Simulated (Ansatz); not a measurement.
MnO2:

```
Mn O
1.0
     2.85658    0.00000    0.00000
    -1.42829    2.47387    0.00000
     0.00000    0.00000    4.60137
Mn O
1 2
Direct
  0.00000 0.00000 0.50000
  0.33333 0.66667 0.70629
  0.66667 0.33333 0.29371
```

Measurements of this composition are mostly on another form, of space group No. 136.

Base run:

| Quantity | Value |
| --- | --- |
| Program | Ansatz 0.2.0 |
| Functional | LDA |
| Potentials or basis | Ansatz PAW |
| Cutoff | 420 eV (not typed: the program's choice for these potentials) |
| k mesh | 11 × 11 × 6 |
| Occupations | fermi-dirac, width 0.05 eV |
| Spin | collinear spin, ferromagnetic start |
| Starting moments | [4.0, 0.0, 0.0] μB |

Its results: band gap on the k mesh 0.44 eV, indirect (least direct gap 0.49 eV); pressure -8.9 GPa; net moment 3.00 μB per cell; site moments Mn +2.47; O +0.06 μB; largest force 0.553 eV/Å.

The run is repeated on the same cell with these changes: functional from LDA to r2SCAN; cutoff from 420 eV (not typed: the program's choice for these potentials) to 500 eV (not typed: the program's choice for these potentials). What comes out?

Band gap on the k mesh 1.93 eV, indirect (least direct gap 2.02 eV); pressure -0.7 GPa; net moment 3.00 μB per cell; site moments Mn +2.59; O +0.02 μB; largest force 0.080 eV/Å.

r2SCAN gives the wider gap, since meta-GGAs in the generalised Kohn-Sham scheme recover part of the derivative discontinuity.

Caveats: a cell with one magnetic atom can't hold antiferromagnetic order, which such compounds often take; the PAW data sets come from PBE, with cores solved anew for the run's functional, which leaves a small shift of forces and pressure; the magnetic or orbital state may not be the lowest (some runs).
